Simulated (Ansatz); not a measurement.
The calculation used DFT PBE, scalar-relativistic, plane waves, PAW (Ansatz). Settings: cutoff 420 eV, Γ-centred meshes spaced at most about 0.3 Å⁻¹, and about 0.25 Å⁻¹ or finer for metals (2π included), Gaussian smearing. No spin polarisation.

Each guess is relaxed in cell and atoms at zero pressure, on a coarse mesh first where it starts far from rest and then on a converged one. The steps can't lower the symmetry of the start, but it can rise. Energies are static (0 K, no zero-point motion).

Two unrelaxed guesses for SiMo3:

A.

```cif
data_structure
_symmetry_space_group_name_H-M 'R-3m:H'
_symmetry_Int_Tables_number 166
_cell_length_a 4.9876
_cell_length_b 4.9876
_cell_length_c 9.7265
_cell_angle_alpha 90.000
_cell_angle_beta 90.000
_cell_angle_gamma 120.000
_cell_volume 209.54
loop_
_atom_site_label
_atom_site_type_symbol
_atom_site_symmetry_multiplicity
_atom_site_Wyckoff_symbol
_atom_site_fract_x
_atom_site_fract_y
_atom_site_fract_z
_atom_site_occupancy
Si1 Si 3 a 0.00000 0.00000 0.00000 1
Mo1 Mo 9 d 0.16667 0.33333 0.83333 1
```

B.

```cif
data_structure
_symmetry_space_group_name_H-M 'P4/mmm'
_symmetry_Int_Tables_number 123
_cell_length_a 3.8323
_cell_length_b 3.8323
_cell_length_c 5.0578
_cell_angle_alpha 90.000
_cell_angle_beta 90.000
_cell_angle_gamma 90.000
_cell_volume 74.28
loop_
_atom_site_label
_atom_site_type_symbol
_atom_site_symmetry_multiplicity
_atom_site_Wyckoff_symbol
_atom_site_fract_x
_atom_site_fract_y
_atom_site_fract_z
_atom_site_occupancy
Si1 Si 1 b 0.00000 0.00000 0.50000 1
Mo1 Mo 1 a 0.00000 0.00000 0.00000 1
Mo2 Mo 1 d 0.50000 0.50000 0.50000 1
Mo3 Mo 1 c 0.50000 0.50000 0.00000 1
```

Question: Which guess leads to the lower structure, and by how much?

Answer: B ends lower, by 0.70 eV/atom. A: R-3m at 17.5 Å³/atom → R-3m at 23.8 Å³/atom; B: P4/mmm at 18.6 Å³/atom → P4/mmm at 17.0 Å³/atom. Counting Mo atoms around Si (those within 1.25 times the shortest such distance or 1.15 times the sum of covalent radii, 1.27 where that leaves under three), the end of A and the end of B both have Si 6. End of A. Conventional cell: a = 5.049 Å, c = 12.915 Å. Si has 6 Mo at 2.60 Å; Mo is surrounded by 4 Mo at 2.52 Å and 2 Si at 2.60 Å. End of B. Conventional cell: a = 3.587 Å, c = 5.273 Å. Around Si lie 6 Mo at 2.54–2.64 Å; Mo on its first site is surrounded by 4 Mo at 2.54 Å and 2 Si at 2.64 Å; Mo on its second site has 4 Si at 2.54 Å and 2 Mo at 2.64 Å; 1 more site not described.

Ends held by symmetry can be saddle points. Neither end is the lowest form computed: that has the A15 type, space group Pm-3n (No. 223), is reached from a cell as deposited in COD and lies 1.20 eV/atom below the better end. Even the lowest of the cells shown lies +0.88 eV/atom against the elements. Some structure types and database cells were kept out of the candidates from the start, so a known form may be missing.
